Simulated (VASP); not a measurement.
# Ca (Immm) in VASP: notebook

Runs on Ca. Level: PBE. Tasks: single point.

All numbers are computed with VASP 6.6.1; they aren't measurements. Logs are shortened: lines on timing, memory, paths and dates and some standing lists are left out, and cuts for length are marked.

**1. The crystal as given**

The structure is orthorhombic, space group Immm (No. 71). Conventional cell: a = 4.193 Å, b = 4.203 Å, c = 4.891 Å, α = 90.00°, β = 90.00°, γ = 90.00°. Around Ca (site symmetry mmm) lie 12 Ca at 3.85 to 4.20 Å.

This isn't the form of Ca at room conditions, which is fcc.

**2. Single point, PBE**

Contents of INCAR:

```
PREC     = Normal         # precision mode
ENCUT    = 500            # plane-wave cutoff, eV
EDIFF    = 1E-6           # SCF threshold, eV
ISMEAR   = 1              # smearing method
SIGMA    = 0.1            # smearing width, eV
LREAL    = False          # projectors in reciprocal space
LASPH    = True           # aspherical terms in the spheres
NELM     = 100            # most SCF steps
ALGO     = Normal         # electronic algorithm
ISIF     = 2              # what is computed and relaxed
LWAVE    = False          # write WAVECAR
LCHARG   = False          # write CHGCAR
GGA      = PE             # functional
ADDGRID  = False
```

Contents of KPOINTS:

```
Automatic mesh
0
Gamma
  16 16 16
```

Contents of POSCAR:

```
Ca
1.0
   -2.1296130000      2.1366080000      2.5183870000
    2.0452440000     -2.1127450000      2.4255450000
    2.0940060000      2.0772270000     -2.4978770000
Ca
1
Direct
    0.5036690000      0.4760610000     -0.0172770000
```

Potentials or basis: VASP PAW PBE potentials, release 64 (Ca_pv).

The run is started by

```sh
> cat potpaw_PBE.64/Ca_pv/POTCAR > POTCAR
> mpirun -np 1 vasp_std > vasp.out
```

OUTCAR:

```text
PREC = Normal
   ENCUT = 500
   EDIFF = 1E-6
   ISMEAR = 1
   LREAL = False
   LASPH = True
   NELM = 100
   ISIF = 2
   GGA = PE

 Found   2052 irreducible k-points:

 Following reciprocal coordinates:
            Coordinates               Weight
  0.000000  0.000000  0.000000      1.000000
  0.062500  0.000000  0.000000      2.000000
  0.125000  0.000000  0.000000      2.000000
  0.187500  0.000000  0.000000      2.000000
  0.250000  0.000000  0.000000      2.000000
  0.312500  0.000000 -0.000000      2.000000
   k-points           NKPTS =   2052   k-points in BZ     NKDIM =   2052   number of bands    NBANDS=      8
   number of dos      NEDOS =    301   number of ions     NIONS =      1
   total plane-waves  NPLWV =  13824
   dimension x,y,z NGX =    24 NGY =   24 NGZ =   24
   dimension x,y,z NGXF=    48 NGYF=   48 NGZF=   48
   ions per type =               1
   NGX,Y,Z   is equivalent  to a cutoff of  10.15, 10.47, 10.32 a.u.
   NGXF,Y,Z  is equivalent  to a cutoff of  20.31, 20.93, 20.65 a.u.
 SYSTEM =  unknown system
   PREC   = normal    normal or accurate (medium, high low for compatibility)
   ISTART =      0    job   : 0-new  1-cont  2-samecut
   ICHARG =      2    charge: 1-file 2-atom 10-const
   ISPIN  =      1    spin polarized calculation?
   LNONCOLLINEAR =      F non collinear calculations
   LSORBIT =      F    spin-orbit coupling
   LASPH  =      T    aspherical Exc in radial PAW
   ENCUT  =  500.0 eV  36.75 Ry    6.06 a.u.   7.16  6.95  7.05*2*pi/ulx,y,z
   NELM   =    100;   NELMIN=  2; NELMDL= -5     # of ELM steps
   EDIFF  = 0.1E-05   stopping-criterion for ELM
   LREAL  =      F    real-space projection
   EDIFFG = 0.1E-04   stopping-criterion for IOM
   NSW    =      0    number of steps for IOM
   IBRION =     -1    ionic relax: 0-MD 1-quasi-New 2-CG
   NFREE  =      0    steps in history (QN), initial steepest desc. (CG)
   ISIF   =      2    stress and relaxation
   ISYM   =      2    0-nonsym 1-usesym 2-fastsym
   POTIM  = 0.5000    time-step for ionic-motion
   TEBEG  =    0.0;   TEEND  =   0.0 temperature during run
   PSTRESS=    0.0 pullay stress
   NELECT =       8.0000    total number of electrons
   NUPDOWN=      -1.0000    fix difference up-down
   EMIN   =  10.00;   EMAX   =-10.00  energy-range for DOS
   EFERMI =   0.00;   METHOD = LEGACY
   ISMEAR =     1;   SIGMA  =   0.10  broadening in eV -4-tet -1-fermi 0-gaus
   EFERMI_NEDOS =   21; number of points for ismear=-14 and -15
   IALGO  =     38    algorithm
   IMIX   =      4    mixing-type and parameters
     AMIX     =   0.40;   BMIX     =  1.00
     AMIX_MAG =   1.60;   BMIX_MAG =  1.00
  volume/ion in A,a.u.               =      43.10       290.85
  Fermi-wavevector in a.u.,A,eV,Ry     =   0.933859  1.764737 11.865531  0.872092
  Thomas-Fermi vector in A             =   2.060604
   LORBIT       =      0    0 simple, 1 ext, 2 COOP (PROOUT), +10 PAW based schemes
   GGA     = PE    functional components
   LHFCALC =     F    Hartree Fock is set to
   AEXX    =    0.0000 exact exchange contribution
   IVDW    =     0    specifies the selected vdW correction
   LEPSILON=     F    determine dielectric tensor
   LRPA    =     F    only Hartree local field effects (RPA)
 non-spin polarized calculation
 Methfessel and Paxton  Order N= 1 SIGMA  =   0.10
  energy-cutoff  :      500.00
  volume of cell :       43.10
 maximum number of plane-waves:      1118
   NGX = 15   NGY = 13   NGZ = 15

 number of electron       7.9999998 magnetization

 Free energy of the ion-electron system (eV)
  ---------------------------------------------------
  ext. energy  EPLUGINS =         0.00000000
  ---------------------------------------------------
  free energy    TOTEN  =        -1.90687226 eV

  energy without entropy =       -1.90665433  energy(sigma->0) =       -1.90679962

 E-fermi :   2.1357     XC(G=0):  -7.6330

 val. band max:        2.1356337774   @ k =   0.4375   0.3750   0.3125
 cond. band min:       2.1365840287   @ k =  -0.4375   0.3750   0.4375
 fundamental gap:      0.0009502513
 Fermi energy:         2.1357249479

 k-point     1 :       0.0000    0.0000    0.0000
  band No.  band energies     occupation
      1     -20.8678      2.00000
      2     -20.8625      2.00000
      3     -20.8529      2.00000
      4      -1.8717      2.00000
      5       4.2176      0.00000
      6       4.3440      0.00000
      7       4.9500      0.00000
      8       4.9799      0.00000

 k-point     2 :       0.0625    0.0000    0.0000
  band No.  band energies     occupation
      1     -20.8690      2.00000
      2     -20.8656      2.00000
      3     -20.8548      2.00000
      4      -1.8064      2.00000
      5       4.1948      0.00000
      6       4.3520      0.00000
      7       4.9449      0.00000
      8       4.9606      0.00000

 k-point     3 :       0.1250    0.0000    0.0000
  band No.  band energies     occupation
      1     -20.8787      2.00000
      2     -20.8716      2.00000
      3     -20.8568      2.00000
      4      -1.6131      2.00000
      5       4.0884     -0.00000
      6       4.3564      0.00000
      7       4.9172      0.00000
      8       4.9860      0.00000

 k-point     4 :       0.1875    0.0000    0.0000
  band No.  band energies     occupation
      1     -20.8993      2.00000
      2     -20.8766      2.00000
      3     -20.8576      2.00000
      4      -1.2989      2.00000
      5       3.8572     -0.00000
      6       4.3082      0.00000
      7       4.9227      0.00000
      8       5.1178      0.00000

 k-point     5 :       0.2500    0.0000    0.0000
  band No.  band energies     occupation
      1     -20.9241      2.00000
      2     -20.8823      2.00000
      3     -20.8582      2.00000
      4      -0.8762      2.00000
      5       3.5252     -0.00000
      6       4.2057      0.00000
      7       4.9480      0.00000
      8       5.3583      0.00000

 k-point     6 :       0.3125    0.0000   -0.0000
  band No.  band energies     occupation
      1     -20.9488      2.00000
      2     -20.8880      2.00000
      3     -20.8585      2.00000
      4      -0.3642      2.00000
      5       3.1313     -0.00000
      6       4.0874     -0.00000
      7       4.9468      0.00000
      8       5.6364      0.00000

 [... further k-points ...]

------------------------ aborting loop because EDIFF is reached ----------------------------------------

  FORCE on cell =-STRESS in cart. coord.  units (eV):
  Direction    XX          YY          ZZ          XY          YZ          ZX
  --------------------------------------------------------------------------------------
  -------------------------------------------------------------------------------------
  Total       -0.1215243     -0.1568331     -0.0509701      0.0492668     -0.0340027      0.1303989
  in kB       -4.5175455     -5.8301162     -1.8947623      1.8314454     -1.2640188      4.8474498
  external PRESSURE =      -4.0808080 kB  Pullay stress =       0.0000000 kB

 VOLUME and BASIS-vectors are now :
 -----------------------------------------------------------------------------
  energy-cutoff  :      500.00
  volume of cell :       43.10
      direct lattice vectors                 reciprocal lattice vectors
    -2.129613000  2.136608000  2.518387000     0.005544617  0.236380961  0.201221828
     2.045244000 -2.112745000  2.425545000     0.245206417  0.001067158  0.206447491
     2.094006000  2.077227000 -2.497877000     0.243696023  0.239358134  0.003003396

 POSITION                                       TOTAL-FORCE (eV/Angst)
 -----------------------------------------------------------------------------------
      1.95887      2.11169     -0.03158        -0.000000      0.000000      0.000000
 -----------------------------------------------------------------------------------
    total drift:                                0.000011      0.000008      0.000004

  FREE ENERGIE OF THE ION-ELECTRON SYSTEM (eV)
  ---------------------------------------------------
  free  energy   TOTEN  =        -1.9068722579 eV

  energy  without entropy=       -1.9066543320  energy(sigma->0) =       -1.90679962
```

It took 2.1 min on 1 thread of Intel Xeon Platinum 8488C (Sapphire Rapids), shared host; peak memory 0.78 GiB.

These settings aren't checked as converged: the numbers below hold their error.

What came out:

* Free energy: -1.9069 eV
* Pressure: -0.4 GPa
* Band gap on the k mesh: none (metal or under the smearing width)

**3. Single point, PBE**

This run uses another cell than the first one, of the same volume but with other edges.

Edit INCAR of step 2 so:

```diff
@@ -1,2 +1,2 @@
-PREC     = Normal         # precision mode
+PREC     = Accurate       # precision mode
 ENCUT    = 500            # plane-wave cutoff, eV
@@ -5,3 +5,3 @@
 SIGMA    = 0.1            # smearing width, eV
-LREAL    = False          # projectors in reciprocal space
+LREAL    = Auto         
 LASPH    = True           # aspherical terms in the spheres
```

KPOINTS is that of step 2.

Contents of POSCAR:

```
Ca
1.0
   -2.0964874600      2.1017318100      2.4453524600
    2.0964874600     -2.1017318100      2.4453524600
    2.0964874600      2.1017318100     -2.4453524600
Ca
1
Direct
    0.5000000000      0.5000000000      0.0000000000
```

Potentials or basis: VASP PAW PBE potentials, release 64 (Ca_pv).

The run is started by

```sh
> cat potpaw_PBE.64/Ca_pv/POTCAR > POTCAR
> mpirun -np 1 vasp_std > vasp.out
```

It took 2.1 min on 1 thread of Intel Xeon Platinum 8488C (Sapphire Rapids), shared host; peak memory 0.24 GiB.

These settings aren't checked as converged: the numbers below hold their error.

What came out:

| Item | Value |
| --- | --- |
| Free energy | -1.9092 eV |
| Pressure | -0.4 GPa |
| Band gap on the k mesh | none (metal or under the smearing width) |

**4. Single point, PBE**

INCAR is that of step 3.

KPOINTS is that of step 3.

Contents of POSCAR:

```
Ca
1.0
   -2.1296130000      2.1366080000      2.5183870000
    2.0452440000     -2.1127450000      2.4255450000
    2.0940060000      2.0772270000     -2.4978770000
Ca
1
Direct
    0.5036690000      0.4760610000     -0.0172770000
```

The run is started by

```sh
> cat potpaw_PBE.64/Ca_pv/POTCAR > POTCAR
> mpirun -np 1 vasp_std > vasp.out
```

Wall time 8.3 min (1 thread of Intel Xeon Platinum 8488C (Sapphire Rapids), shared host); peak memory 0.5 GiB.

The run converged, but some of its settings lie outside the range that counts as converged, so its numbers aren't taken as properties of the crystal.

What came out:

- Free energy: -1.9070 eV
- Pressure: -0.4 GPa
- Band gap on the k mesh: none (metal or under the smearing width)

**5. Single point, PBE**

This run uses another cell than the first one, of the same volume but with other edges.

Edit INCAR of step 4 so:

```diff
@@ -2,6 +2,6 @@
 ENCUT    = 500            # plane-wave cutoff, eV
-EDIFF    = 1E-6           # SCF threshold, eV
+EDIFF    = 1E-4           # SCF threshold, eV
 ISMEAR   = 1              # smearing method
 SIGMA    = 0.1            # smearing width, eV
-LREAL    = Auto         
+LREAL    = False          # projectors in reciprocal space
 LASPH    = True           # aspherical terms in the spheres
```

KPOINTS is that of step 4.

Contents of POSCAR:

```
Ca
1.0
   -2.0964874600      2.1017318100      2.4453524600
    2.0964874600     -2.1017318100      2.4453524600
    2.0964874600      2.1017318100     -2.4453524600
Ca
1
Direct
    0.5000000000      0.5000000000      0.0000000000
```

Potentials or basis: VASP PAW PBE potentials, release 64 (Ca_pv).

The run is started by

```sh
> cat potpaw_PBE.64/Ca_pv/POTCAR > POTCAR
> mpirun -np 1 vasp_std > vasp.out
```

OUTCAR:

```text
PREC = Accurate
   ENCUT = 500
   EDIFF = 1E-4
   ISMEAR = 1
   LREAL = False
   LASPH = True
   NELM = 100
   ISIF = 2
   GGA = PE

 Found    621 irreducible k-points:

 Following reciprocal coordinates:
            Coordinates               Weight
  0.000000  0.000000  0.000000      1.000000
  0.062500  0.000000  0.000000      4.000000
  0.125000  0.000000  0.000000      4.000000
  0.187500 -0.000000  0.000000      4.000000
  0.250000  0.000000  0.000000      4.000000
  0.312500  0.000000  0.000000      4.000000
   k-points           NKPTS =    621   k-points in BZ     NKDIM =    621   number of bands    NBANDS=      8
   number of dos      NEDOS =    301   number of ions     NIONS =      1
   total plane-waves  NPLWV =  21952
   dimension x,y,z NGX =    28 NGY =   28 NGZ =   28
   dimension x,y,z NGXF=    56 NGYF=   56 NGZF=   56
   ions per type =               1
   NGX,Y,Z   is equivalent  to a cutoff of  12.10, 12.10, 12.10 a.u.
   NGXF,Y,Z  is equivalent  to a cutoff of  24.21, 24.21, 24.21 a.u.
 SYSTEM =  unknown system
   PREC   = accura    normal or accurate (medium, high low for compatibility)
   ISTART =      0    job   : 0-new  1-cont  2-samecut
   ICHARG =      2    charge: 1-file 2-atom 10-const
   ISPIN  =      1    spin polarized calculation?
   LNONCOLLINEAR =      F non collinear calculations
   LSORBIT =      F    spin-orbit coupling
   LASPH  =      T    aspherical Exc in radial PAW
   ENCUT  =  500.0 eV  36.75 Ry    6.06 a.u.   7.01  7.01  7.01*2*pi/ulx,y,z
   NELM   =    100;   NELMIN=  2; NELMDL= -5     # of ELM steps
   EDIFF  = 0.1E-03   stopping-criterion for ELM
   LREAL  =      F    real-space projection
   EDIFFG = 0.1E-02   stopping-criterion for IOM
   NSW    =      0    number of steps for IOM
   IBRION =     -1    ionic relax: 0-MD 1-quasi-New 2-CG
   NFREE  =      0    steps in history (QN), initial steepest desc. (CG)
   ISIF   =      2    stress and relaxation
   ISYM   =      2    0-nonsym 1-usesym 2-fastsym
   POTIM  = 0.5000    time-step for ionic-motion
   TEBEG  =    0.0;   TEEND  =   0.0 temperature during run
   PSTRESS=    0.0 pullay stress
   NELECT =       8.0000    total number of electrons
   NUPDOWN=      -1.0000    fix difference up-down
   EMIN   =  10.00;   EMAX   =-10.00  energy-range for DOS
   EFERMI =   0.00;   METHOD = LEGACY
   ISMEAR =     1;   SIGMA  =   0.10  broadening in eV -4-tet -1-fermi 0-gaus
   EFERMI_NEDOS =   21; number of points for ismear=-14 and -15
   IALGO  =     38    algorithm
   IMIX   =      4    mixing-type and parameters
     AMIX     =   0.40;   BMIX     =  1.00
     AMIX_MAG =   1.60;   BMIX_MAG =  1.00
  volume/ion in A,a.u.               =      43.10       290.85
  Fermi-wavevector in a.u.,A,eV,Ry     =   0.933859  1.764737 11.865532  0.872092
  Thomas-Fermi vector in A             =   2.060604
   LORBIT       =      0    0 simple, 1 ext, 2 COOP (PROOUT), +10 PAW based schemes
   GGA     = PE    functional components
   LHFCALC =     F    Hartree Fock is set to
   AEXX    =    0.0000 exact exchange contribution
   IVDW    =     0    specifies the selected vdW correction
   LEPSILON=     F    determine dielectric tensor
   LRPA    =     F    only Hartree local field effects (RPA)
 non-spin polarized calculation
 Methfessel and Paxton  Order N= 1 SIGMA  =   0.10
  energy-cutoff  :      500.00
  volume of cell :       43.10
 maximum number of plane-waves:      1116
   NGX = 15   NGY = 15   NGZ = 15

 number of electron       8.0000002 magnetization

 Free energy of the ion-electron system (eV)
  ---------------------------------------------------
  ext. energy  EPLUGINS =         0.00000000
  ---------------------------------------------------
  free energy    TOTEN  =        -1.90907472 eV

  energy without entropy =       -1.90901365  energy(sigma->0) =       -1.90905436

 E-fermi :   2.1400     XC(G=0):  -7.6336

 val. band max:        2.1382707101   @ k =   0.5000  -0.3750   0.2500
 cond. band min:       2.1418017086   @ k =  -0.1875   0.5000   0.1875
 fundamental gap:      0.0035309985
 Fermi energy:         2.1400442689

 k-point     1 :       0.0000    0.0000    0.0000
  band No.  band energies     occupation
      1     -20.8680      2.00000
      2     -20.8675      2.00000
      3     -20.8544      2.00000
      4      -1.8721      2.00000
      5       4.2939      0.00000
      6       4.3073      0.00000
      7       4.8881      0.00000
      8       5.0084      0.00000

 k-point     2 :       0.0625    0.0000    0.0000
  band No.  band energies     occupation
      1     -20.8707      2.00000
      2     -20.8693      2.00000
      3     -20.8563      2.00000
      4      -1.8054      2.00000
      5       4.2681      0.00000
      6       4.3230      0.00000
      7       4.8839      0.00000
      8       4.9825      0.00000

 k-point     3 :       0.1250    0.0000    0.0000
  band No.  band energies     occupation
      1     -20.8829      2.00000
      2     -20.8731      2.00000
      3     -20.8587      2.00000
      4      -1.6079      2.00000
      5       4.1569      0.00000
      6       4.3352      0.00000
      7       4.9128      0.00000
      8       4.9458      0.00000

 k-point     4 :       0.1875   -0.0000    0.0000
  band No.  band energies     occupation
      1     -20.9034      2.00000
      2     -20.8788      2.00000
      3     -20.8599      2.00000
      4      -1.2869      2.00000
      5       3.9184     -0.00000
      6       4.2786      0.00000
      7       4.9561      0.00000
      8       5.0551      0.00000

 k-point     5 :       0.2500    0.0000    0.0000
  band No.  band energies     occupation
      1     -20.9281      2.00000
      2     -20.8855      2.00000
      3     -20.8606      2.00000
      4      -0.8554      2.00000
      5       3.5788     -0.00000
      6       4.1609      0.00000
      7       4.9903      0.00000
      8       5.3155      0.00000

 k-point     6 :       0.3125    0.0000    0.0000
  band No.  band energies     occupation
      1     -20.9528      2.00000
      2     -20.8922      2.00000
      3     -20.8611      2.00000
      4      -0.3333      2.00000
      5       3.1816     -0.00000
      6       4.0297     -0.00000
      7       4.9944      0.00000
      8       5.6362      0.00000

 [... further k-points ...]
[... 5 lines left out ...]
  --------------------------------------------------------------------------------------
  -------------------------------------------------------------------------------------
  Total       -0.0735653     -0.0805201      0.0164757      0.0000000      0.0000000      0.0000000
  in kB       -2.7347186     -2.9932568      0.6124689      0.0000000      0.0000000      0.0000000
  external PRESSURE =      -1.7051688 kB  Pullay stress =       0.0000000 kB

 VOLUME and BASIS-vectors are now :
 -----------------------------------------------------------------------------
  energy-cutoff  :      500.00
  volume of cell :       43.10
      direct lattice vectors                 reciprocal lattice vectors
    -2.096487460  2.101731810  2.445352460     0.000000000  0.237899050  0.204469502
     2.096487460 -2.101731810  2.445352460     0.238494153  0.000000000  0.204469502
     2.096487460  2.101731810 -2.445352460     0.238494153  0.237899050  0.000000000

 POSITION                                       TOTAL-FORCE (eV/Angst)
 -----------------------------------------------------------------------------------
      0.00000      0.00000      2.44535         0.000000      0.000000      0.000000
 -----------------------------------------------------------------------------------
    total drift:                                0.000000     -0.000000      0.000000

  FREE ENERGIE OF THE ION-ELECTRON SYSTEM (eV)
  ---------------------------------------------------
  free  energy   TOTEN  =        -1.9090747158 eV

  energy  without entropy=       -1.9090136474  energy(sigma->0) =       -1.90905436
```

It took 52 s on 1 thread of Intel Xeon Platinum 8488C (Sapphire Rapids), shared host; peak memory 0.34 GiB.

The run converged, but some of its settings lie outside the range that counts as converged, so its numbers aren't taken as properties of the crystal.

Results:

```
Free energy            : -1.9091 eV
Pressure               : -0.2 GPa
Band gap on the k mesh : none (metal or under the smearing width)
```

**6. The reference run**

An earlier run on the cell as given: functional PBE; potentials or basis VASP PAW PBE potentials, release 64 (Ca_sv); cutoff 520 eV; k mesh 9 × 9 × 9; occupations fermi-dirac, width 0.05 eV; no spin polarisation.

* Pressure: -0.4 GPa
* Band gap on the k mesh: none (metal or under the smearing width)
